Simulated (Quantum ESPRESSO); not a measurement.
# SnO (P4/nmm) in Quantum ESPRESSO: notebook

One crystal, SnO, is run at these levels: PBEsol, LDA; tasks: band structure.

Everything below comes from runs of Quantum ESPRESSO 7.5. Logs are shortened: lines on timing, memory, paths and dates and some standing lists are left out, and cuts for length are marked.

### Step 1. Starting point

The structure is tetragonal, space group P4/nmm (No. 129). The conventional cell has a = 3.814 Å, b = 3.814 Å, c = 4.887 Å, α = 90.00°, β = 90.00°, γ = 90.00°. Sn (site symmetry 4mm) has 4 O at 2.23 Å as nearest neighbours. O (site symmetry -4m2) is surrounded by 4 Sn at 2.23 Å.

The cell is a database's computed one.

### Step 2. Band structure, PBEsol

File pw.in:

```
&CONTROL
  calculation = 'scf'
  prefix = 'pwscf'
  outdir = './tmp'
  pseudo_dir = './pseudo'
  tprnfor = .true.
  tstress = .true.
  disk_io = 'low'
/
&SYSTEM
  ibrav = 0
  celldm(1) = 8
  nat = 4
  ntyp = 2
  ecutwfc = 68
  ecutrho = 544
  nbnd = 28
  occupations = 'smearing'
  smearing = 'fd'
  degauss = 0.00367493
/
&ELECTRONS
  conv_thr = 8d-10
  electron_maxstep = 120
  mixing_beta = 0.5
/
ATOMIC_SPECIES
Sn   118.7100 sn_pbesol_v1.4.uspp.F.UPF
O     15.9990 o_pbesol_v1.2.uspp.F.UPF
CELL_PARAMETERS alat
  0.9008549360743   0.0000000000000   0.0000000000000
  0.0000000000000   0.9008549360743   0.0000000000000
  0.0000000000000   0.0000000000000   1.1543659664739
ATOMIC_POSITIONS crystal
Sn     0.5000000000    0.0000000000    0.7646261400
Sn     0.0000000000    0.5000000000    0.2353738600
O      0.0000000000    0.0000000000    0.0000000000
O      0.5000000000    0.5000000000    0.0000000000
K_POINTS automatic
7 7 6 0 0 0
```

File bands.in:

```
&CONTROL
  calculation = 'bands'
  prefix = 'pwscf'
  outdir = './tmp'
  pseudo_dir = './pseudo'
  disk_io = 'low'
  verbosity = 'high'
/
&SYSTEM
  ibrav = 0
  celldm(1) = 8
  nat = 4
  ntyp = 2
  ecutwfc = 68
  ecutrho = 544
  nbnd = 28
  occupations = 'smearing'
  smearing = 'fd'
  degauss = 0.00367493
/
&ELECTRONS
  conv_thr = 1d-08
  electron_maxstep = 120
  mixing_beta = 0.5
  diago_full_acc = .true.
  startingwfc = 'random'
/
ATOMIC_SPECIES
Sn   118.7100 sn_pbesol_v1.4.uspp.F.UPF
O     15.9990 o_pbesol_v1.2.uspp.F.UPF
CELL_PARAMETERS alat
  0.9008549360743   0.0000000000000   0.0000000000000
  0.0000000000000   0.9008549360743   0.0000000000000
  0.0000000000000   0.0000000000000   1.1543659664739
ATOMIC_POSITIONS crystal
Sn     0.5000000000    0.0000000000    0.7646261400
Sn     0.0000000000    0.5000000000    0.2353738600
O      0.0000000000    0.0000000000    0.0000000000
O      0.5000000000    0.5000000000    0.0000000000
K_POINTS crystal
60
 0.0000000000  0.0000000000  0.0000000000 1
 0.0000000000  0.0833333333  0.0000000000 1
 0.0000000000  0.1666666667  0.0000000000 1
 0.0000000000  0.2500000000  0.0000000000 1
 0.0000000000  0.3333333333  0.0000000000 1
 0.0000000000  0.4166666667  0.0000000000 1
 0.0000000000  0.5000000000  0.0000000000 1
 0.0833333333  0.5000000000  0.0000000000 1
 0.1666666667  0.5000000000  0.0000000000 1
 0.2500000000  0.5000000000  0.0000000000 1
 0.3333333333  0.5000000000  0.0000000000 1
 0.4166666667  0.5000000000  0.0000000000 1
 0.5000000000  0.5000000000  0.0000000000 1
 0.4375000000  0.4375000000  0.0000000000 1
 0.3750000000  0.3750000000  0.0000000000 1
 0.3125000000  0.3125000000  0.0000000000 1
 0.2500000000  0.2500000000  0.0000000000 1
 0.1875000000  0.1875000000  0.0000000000 1
 0.1250000000  0.1250000000  0.0000000000 1
 0.0625000000  0.0625000000  0.0000000000 1
 0.0000000000  0.0000000000  0.0000000000 1
 0.0000000000  0.0000000000  0.1250000000 1
 0.0000000000  0.0000000000  0.2500000000 1
 0.0000000000  0.0000000000  0.3750000000 1
 0.0000000000  0.0000000000  0.5000000000 1
 0.0000000000  0.0833333333  0.5000000000 1
 0.0000000000  0.1666666667  0.5000000000 1
 0.0000000000  0.2500000000  0.5000000000 1
 0.0000000000  0.3333333333  0.5000000000 1
 0.0000000000  0.4166666667  0.5000000000 1
 0.0000000000  0.5000000000  0.5000000000 1
 0.0714285714  0.5000000000  0.5000000000 1
 0.1428571429  0.5000000000  0.5000000000 1
 0.2142857143  0.5000000000  0.5000000000 1
 0.2857142857  0.5000000000  0.5000000000 1
 0.3571428571  0.5000000000  0.5000000000 1
 0.4285714286  0.5000000000  0.5000000000 1
 0.5000000000  0.5000000000  0.5000000000 1
 0.4500000000  0.4500000000  0.5000000000 1
 0.4000000000  0.4000000000  0.5000000000 1
 0.3500000000  0.3500000000  0.5000000000 1
 0.3000000000  0.3000000000  0.5000000000 1
 0.2500000000  0.2500000000  0.5000000000 1
 0.2000000000  0.2000000000  0.5000000000 1
 0.1500000000  0.1500000000  0.5000000000 1
 0.1000000000  0.1000000000  0.5000000000 1
 0.0500000000  0.0500000000  0.5000000000 1
 0.0000000000  0.0000000000  0.5000000000 1
 0.0000000000  0.5000000000  0.0000000000 1
 0.0000000000  0.5000000000  0.1000000000 1
 0.0000000000  0.5000000000  0.2000000000 1
 0.0000000000  0.5000000000  0.3000000000 1
 0.0000000000  0.5000000000  0.4000000000 1
 0.0000000000  0.5000000000  0.5000000000 1
 0.5000000000  0.5000000000  0.0000000000 1
 0.5000000000  0.5000000000  0.1000000000 1
 0.5000000000  0.5000000000  0.2000000000 1
 0.5000000000  0.5000000000  0.3000000000 1
 0.5000000000  0.5000000000  0.4000000000 1
 0.5000000000  0.5000000000  0.5000000000 1
```

Potentials or basis: GBRV 1.5 PBEsol.

Command:

```bash
$ OMP_NUM_THREADS=1 mpirun -n 2 pw.x -nk 2 -in pw.in > pw.out
$ OMP_NUM_THREADS=1 mpirun -n 2 pw.x -nk 2 -in bands.in > bands.out
```

pw.out:

```text
This program is part of the open-source Quantum ESPRESSO suite
     for quantum simulation of materials; please cite
         "P. Giannozzi et al., J. Phys.:Condens. Matter 21 395502 (2009);
         "P. Giannozzi et al., J. Phys.:Condens. Matter 29 465901 (2017);
         "P. Giannozzi et al., J. Chem. Phys. 152 154105 (2020);
     in publications or presentations arising from this work. More details at

     Message from routine setup:
     using ibrav=0 with symmetry is DISCOURAGED, use correct ibrav instead

     K-points division:     npool     =       2
     Subspace diagonalization in iterative solution of the eigenvalue problem:
     a serial algorithm will be used

     G-vector sticks info
     --------------------
     sticks:   dense  smooth     PW     G-vecs:    dense   smooth      PW
     Sum        2241    1117    325               102749    36285    5655

     Using Slab Decomposition

     bravais-lattice index     =            0
     lattice parameter (alat)  =       8.0000  a.u.
     unit-cell volume          =     479.6486 (a.u.)^3
     number of atoms/cell      =            4
     number of atomic types    =            2
     number of electrons       =        40.00
     number of Kohn-Sham states=           28
     kinetic-energy cutoff     =      68.0000  Ry
     charge density cutoff     =     544.0000  Ry
     scf convergence threshold =      8.0E-10
     mixing beta               =       0.5000
     number of iterations used =            8  plain     mixing
     Exchange-correlation= SLA  PW   PSX  PSC
                           (   1   4  10   8   0   0   0)

     celldm(1)=   8.000000  celldm(2)=   0.000000  celldm(3)=   0.000000
     celldm(4)=   0.000000  celldm(5)=   0.000000  celldm(6)=   0.000000

     crystal axes: (cart. coord. in units of alat)
               a(1) = (   0.900855   0.000000   0.000000 )
               a(2) = (   0.000000   0.900855   0.000000 )
               a(3) = (   0.000000   0.000000   1.154366 )

     reciprocal axes: (cart. coord. in units 2 pi/alat)
               b(1) = (  1.110057  0.000000  0.000000 )
               b(2) = (  0.000000  1.110057  0.000000 )
               b(3) = (  0.000000  0.000000  0.866276 )

     PseudoPot. # 1 for Sn read from file:
     sn_pbesol_v1.4.uspp.F.UPF
     Pseudo is Ultrasoft + core correction, Zval = 14.0
     Generated by new atomic code, or converted to UPF format
     Using radial grid of  891 points,  6 beta functions with:
                l(1) =   0
                l(2) =   0
                l(3) =   1
                l(4) =   1
                l(5) =   2
                l(6) =   2
     Q(r) pseudized with  8 coefficients,  rinner =    1.350   1.350   1.350
                                                       1.350   1.350

     PseudoPot. # 2 for O  read from file:
     o_pbesol_v1.2.uspp.F.UPF
     Pseudo is Ultrasoft + core correction, Zval =  6.0
     Generated by new atomic code, or converted to UPF format
     Using radial grid of  737 points,  5 beta functions with:
                l(1) =   0
                l(2) =   0
                l(3) =   1
                l(4) =   1
                l(5) =   2
     Q(r) pseudized with  8 coefficients,  rinner =    0.900   0.900   0.900
                                                       0.900   0.900

     atomic species   valence    mass     pseudopotential
     Sn               14.00   118.71000     Sn( 1.00)
     O                 6.00    15.99900     O ( 1.00)

     16 Sym. Ops., with inversion, found ( 8 have fractional translation)

   Cartesian axes

     site n.     atom                  positions (alat units)
         1        Sn     tau(   1) = (   0.4504275   0.0000000   0.8826584  )
         2        Sn     tau(   2) = (   0.0000000   0.4504275   0.2717076  )
         3        O      tau(   3) = (   0.0000000   0.0000000   0.0000000  )
         4        O      tau(   4) = (   0.4504275   0.4504275   0.0000000  )

     number of k points=    40  Fermi-Dirac smearing, width (Ry)=  0.0037
                       cart. coord. in units 2pi/alat
        k(    1) = (   0.0000000   0.0000000   0.0000000), wk =   0.0068027
        k(    2) = (   0.0000000   0.0000000   0.1443794), wk =   0.0136054
        k(    3) = (   0.0000000   0.0000000   0.2887588), wk =   0.0136054
        k(    4) = (   0.0000000   0.0000000  -0.4331382), wk =   0.0068027
        k(    5) = (   0.0000000   0.1585795   0.0000000), wk =   0.0272109
        k(    6) = (   0.0000000   0.1585795   0.1443794), wk =   0.0544218
[... 32 lines left out ...]
        k(   39) = (   0.4757386   0.4757386   0.2887588), wk =   0.0544218
        k(   40) = (   0.4757386   0.4757386  -0.4331382), wk =   0.0272109

     Dense  grid:   102749 G-vectors     FFT dimensions: (  54,  54,  72)

     Smooth grid:    36285 G-vectors     FFT dimensions: (  40,  40,  50)

     Check: negative core charge=   -0.000001

     Initial potential from superposition of free atoms

     starting charge      37.9999, renormalised to      40.0000
     Starting wfcs are   26 randomized atomic wfcs +    2 random wfcs

     Self-consistent Calculation

     iteration #  1     ecut=    68.00 Ry     beta= 0.50
     Davidson diagonalization with overlap
     ethr =  1.00E-02,  avg # of iterations =  6.7

     total energy              =    -382.08352352 Ry
     estimated scf accuracy    <       1.33278921 Ry

     iteration #  2     ecut=    68.00 Ry     beta= 0.50
     Davidson diagonalization with overlap
     ethr =  3.33E-03,  avg # of iterations =  2.2

     total energy              =    -382.33500772 Ry
     estimated scf accuracy    <       0.18080498 Ry

     iteration #  3     ecut=    68.00 Ry     beta= 0.50
     Davidson diagonalization with overlap
     ethr =  4.52E-04,  avg # of iterations =  2.2

     total energy              =    -382.37904546 Ry
     estimated scf accuracy    <       0.07494355 Ry

     iteration #  4     ecut=    68.00 Ry     beta= 0.50
     Davidson diagonalization with overlap
     ethr =  1.87E-04,  avg # of iterations =  1.6

     total energy              =    -382.39078096 Ry
     estimated scf accuracy    <       0.00218060 Ry

     iteration #  5     ecut=    68.00 Ry     beta= 0.50
     Davidson diagonalization with overlap
     ethr =  5.45E-06,  avg # of iterations =  3.9
[... 29 lines left out ...]
     total energy              =    -382.39138598 Ry
     estimated scf accuracy    <       0.00000004 Ry

     iteration # 10     ecut=    68.00 Ry     beta= 0.50
     Davidson diagonalization with overlap
     ethr =  1.07E-10,  avg # of iterations =  2.0

     total energy              =    -382.39138598 Ry
     estimated scf accuracy    <       0.00000001 Ry

     iteration # 11     ecut=    68.00 Ry     beta= 0.50
     Davidson diagonalization with overlap
     ethr =  2.66E-11,  avg # of iterations =  3.5

     total energy              =    -382.39138598 Ry
     estimated scf accuracy    <          1.2E-09 Ry

     iteration # 12     ecut=    68.00 Ry     beta= 0.50
     Davidson diagonalization with overlap
     ethr =  3.08E-12,  avg # of iterations =  2.0

     End of self-consistent calculation

          k = 0.0000 0.0000 0.0000 (  4533 PWs)   bands (ev):

   -12.2971 -11.8642 -11.8630 -11.8630 -11.8180 -11.8084 -11.7637 -11.7594
   -11.7374 -11.7374 -10.4801  -7.7817   1.9218   3.0155   3.3409   3.3409
     6.1659   6.4606   6.4606   9.6095  11.6245  13.7944  14.3567  14.3567
    15.2333  15.2333  16.3753  16.7912

          k = 0.0000 0.0000 0.1444 (  4572 PWs)   bands (ev):

   -12.2934 -11.8679 -11.8572 -11.8572 -11.8153 -11.8052 -11.7666 -11.7626
   -11.7439 -11.7439 -10.4715  -7.7819   1.3136   3.3666   3.3666   3.8989
     6.1494   6.4569   6.4569   9.3541  11.3295  13.6033  13.6033  13.9047
    16.1428  16.1428  16.2797  16.9984

          k = 0.0000 0.0000 0.2888 (  4572 PWs)   bands (ev):

   -12.2859 -11.8755 -11.8430 -11.8430 -11.8083 -11.7963 -11.7736 -11.7712
   -11.7595 -11.7595 -10.4541  -7.7822   0.7023   3.4193   3.4193   5.3042
     6.1170   6.4486   6.4486   8.4338  11.1627  12.8833  12.8833  13.5706
    16.8284  17.2059  17.2059  17.4833

          k = 0.0000 0.0000-0.4331 (  4560 PWs)   bands (ev):

   -12.2820 -11.8794 -11.8333 -11.8333 -11.8034 -11.7867 -11.7807 -11.7785
   -11.7699 -11.7699 -10.4453  -7.7823   0.4834   3.4463   3.4463   6.1010
     6.4167   6.4441   6.4441   7.4355  11.2050  12.6234  12.6234  13.2856
    17.3651  17.6557  17.6557  17.7807

          k = 0.0000 0.1586 0.0000 (  4575 PWs)   bands (ev):
[... 230 lines left out ...]
          k = 0.4757 0.4757 0.1444 (  4524 PWs)   bands (ev):

   -12.2331 -12.2181 -11.8363 -11.8351 -11.8078 -11.8033 -11.7378 -11.7322
   -11.7314 -11.7277  -8.8179  -8.6774   0.5804   0.7097   4.2090   4.4311
     6.8523   7.1064   7.2706   7.6782  10.3409  10.5236  14.1959  14.4645
    15.9969  16.2589  17.6073  17.7293

          k = 0.4757 0.4757 0.2888 (  4534 PWs)   bands (ev):

   -12.2217 -12.2068 -11.8333 -11.8298 -11.8062 -11.8034 -11.7560 -11.7540
   -11.7346 -11.7322  -8.7974  -8.6586   0.6239   0.7661   3.9313   4.2227
     6.8755   7.1064   7.1713   7.3076  11.2607  11.2903  13.9149  14.6721
    14.9110  15.7106  18.5321  18.6719

          k = 0.4757 0.4757-0.4331 (  4554 PWs)   bands (ev):

   -12.2157 -12.2008 -11.8324 -11.8270 -11.8048 -11.8034 -11.7659 -11.7645
   -11.7359 -11.7352  -8.7872  -8.6493   0.6462   0.7958   3.8074   4.1279
     6.8842   7.0680   7.1064   7.1635  12.0292  12.1988  13.0046  13.7564
    15.0830  15.7034  19.4587  19.5025

     the Fermi energy is     9.7963 ev

!    total energy              =    -382.39138598 Ry
     estimated scf accuracy    <          9.9E-11 Ry
     smearing contrib. (-TS)   =      -0.00002653 Ry
     internal energy E=F+TS    =    -382.39135945 Ry

     The total energy is F=E-TS. E is the sum of the following terms:
     one-electron contribution =    -154.04513538 Ry
     hartree contribution      =     105.37773803 Ry
     xc contribution           =     -99.60443170 Ry
     ewald contribution        =    -234.11953040 Ry

     convergence has been achieved in  12 iterations

     Forces acting on atoms (cartesian axes, Ry/au):

     atom    1 type  1   force =     0.00000000    0.00000000   -0.00437549
     atom    2 type  1   force =     0.00000000    0.00000000    0.00437549
     atom    3 type  2   force =     0.00000000    0.00000000    0.00000000
     atom    4 type  2   force =     0.00000000    0.00000000    0.00000000

     Total force =     0.006188     Total SCF correction =     0.000047

     Computing stress (Cartesian axis) and pressure

          total   stress  (Ry/bohr**3)                   (kbar)     P=       -5.33
  -0.00003329   0.00000000   0.00000000           -4.90        0.00        0.00
   0.00000000  -0.00003329   0.00000000            0.00       -4.90        0.00
   0.00000000   0.00000000  -0.00004213            0.00        0.00       -6.20

=------------------------------------------------------------------------------=
   JOB DONE.
=------------------------------------------------------------------------------=
```

Run time: 2.1 min. Hardware: 2 MPI ranks of Arm Neoverse V1, shared host; peak memory 0.56 GiB.

What came out:

```
Free energy             : -5202.6999 eV
Pressure                : -0.5 GPa
Largest force           : 0.112 eV/Å
Band gap on the k mesh  : 0.37 eV, indirect (least direct gap 1.98 eV)
Band gap along the path : 0.13 eV, indirect (least direct gap 1.95 eV)
```

Forces on the atoms (eV/Å):
```
Sn   0.000  0.000 -0.112
Sn   0.000  0.000  0.112
O    0.000  0.000  0.000
O    0.000  0.000  0.000
```

Stress tensor (GPa, compression positive):
```
-0.49  0.00  0.00
 0.00 -0.49  0.00
 0.00  0.00 -0.62
```

Levels at the corners of the path, in eV from the valence-band top:
```csv
point,band 18,band 19,band 20,band 21,band 22,band 23
Γ,-3.16,-3.16,-0.01,2.00,4.17,4.73
X,-4.85,-2.66,-2.66,3.11,3.11,5.87
M,-2.49,-1.86,-1.86,0.13,0.13,4.38
Γ,-3.16,-3.16,-0.01,2.00,4.17,4.73
Z,-3.18,-3.18,-2.19,1.58,3.00,3.00
R,-4.81,-1.71,-1.71,2.51,2.51,5.44
A,-2.63,-2.49,-2.49,2.38,2.38,3.91
Z,-3.18,-3.18,-2.19,1.58,3.00,3.00
X,-4.85,-2.66,-2.66,3.11,3.11,5.87
R,-4.81,-1.71,-1.71,2.51,2.51,5.44
M,-2.49,-1.86,-1.86,0.13,0.13,4.38
A,-2.63,-2.49,-2.49,2.38,2.38,3.91
```

Caveat: spin-orbit coupling is left out, which moves the levels of the heavy elements; the mesh misses the band edges, which the band path finds closer together. A hybrid or GW would open this gap; PBEsol tends to underestimate it.

### Step 3. Band structure, LDA

pw.in, as its differences from that of step 2:

```diff
@@ -27,4 +27,4 @@
 ATOMIC_SPECIES
-Sn   118.7100 sn_pbesol_v1.4.uspp.F.UPF
-O     15.9990 o_pbesol_v1.2.uspp.F.UPF
+Sn   118.7100 sn_lda_v1.4.uspp.F.UPF
+O     15.9990 o_lda_v1.2.uspp.F.UPF
 CELL_PARAMETERS alat
```

bands.in, as its differences from that of step 2:

```diff
@@ -28,4 +28,4 @@
 ATOMIC_SPECIES
-Sn   118.7100 sn_pbesol_v1.4.uspp.F.UPF
-O     15.9990 o_pbesol_v1.2.uspp.F.UPF
+Sn   118.7100 sn_lda_v1.4.uspp.F.UPF
+O     15.9990 o_lda_v1.2.uspp.F.UPF
 CELL_PARAMETERS alat
```

Potentials or basis: GBRV 1.5 LDA.

Command:

```bash
$ OMP_NUM_THREADS=1 mpirun -n 2 pw.x -nk 2 -in pw.in > pw.out
$ OMP_NUM_THREADS=1 mpirun -n 2 pw.x -nk 2 -in bands.in > bands.out
```

Run time: 2.1 min. Hardware: 2 MPI ranks of Arm Neoverse V1, shared host; peak memory 0.56 GiB.

Results (log left out):

```yaml
Free_energy: -5203.8501 eV
Pressure: -3.2 GPa
Largest_force: 0.179 eV/Å
Band_gap_on_the_k_mesh: 0.46 eV, indirect (least direct gap 1.99 eV)
Band_gap_along_the_path: 0.22 eV, indirect (least direct gap 1.98 eV)
```

Forces on the atoms (eV/Å):
```
Sn   0.000  0.000  0.179
Sn   0.000  0.000 -0.179
O    0.000  0.000  0.000
O    0.000  0.000  0.000
```

Stress tensor (GPa, compression positive):
```
-3.40  0.00  0.00
 0.00 -3.40  0.00
 0.00  0.00 -2.92
```

Levels at the corners of the path, in eV from the valence-band top:
| point | band 17 | band 18 | band 19 | band 20 | band 21 | band 22 | band 23 | band 24 |
| --- | --- | --- | --- | --- | --- | --- | --- | --- |
| Γ | -3.37 | -3.09 | -3.09 | -0.02 | 2.05 | 4.16 | 4.78 | 4.78 |
| X | -4.77 | -4.77 | -2.59 | -2.59 | 3.12 | 3.12 | 5.87 | 5.87 |
| M | -2.41 | -2.41 | -1.84 | -1.84 | 0.22 | 0.22 | 4.44 | 4.44 |
| Γ | -3.37 | -3.09 | -3.09 | -0.02 | 2.05 | 4.16 | 4.78 | 4.78 |
| Z | -3.19 | -3.10 | -3.10 | -2.10 | 1.55 | 3.03 | 3.03 | 3.71 |
| R | -4.74 | -4.74 | -1.65 | -1.65 | 2.56 | 2.56 | 5.45 | 5.45 |
| A | -2.60 | -2.60 | -2.41 | -2.41 | 2.47 | 2.47 | 3.95 | 3.95 |
| Z | -3.19 | -3.10 | -3.10 | -2.10 | 1.55 | 3.03 | 3.03 | 3.71 |
| X | -4.77 | -4.77 | -2.59 | -2.59 | 3.12 | 3.12 | 5.87 | 5.87 |
| R | -4.74 | -4.74 | -1.65 | -1.65 | 2.56 | 2.56 | 5.45 | 5.45 |
| M | -2.41 | -2.41 | -1.84 | -1.84 | 0.22 | 0.22 | 4.44 | 4.44 |
| A | -2.60 | -2.60 | -2.41 | -2.41 | 2.47 | 2.47 | 3.95 | 3.95 |

Caveat: spin-orbit coupling is left out, which moves the levels of the heavy elements; the mesh misses the band edges, which the band path finds closer together.
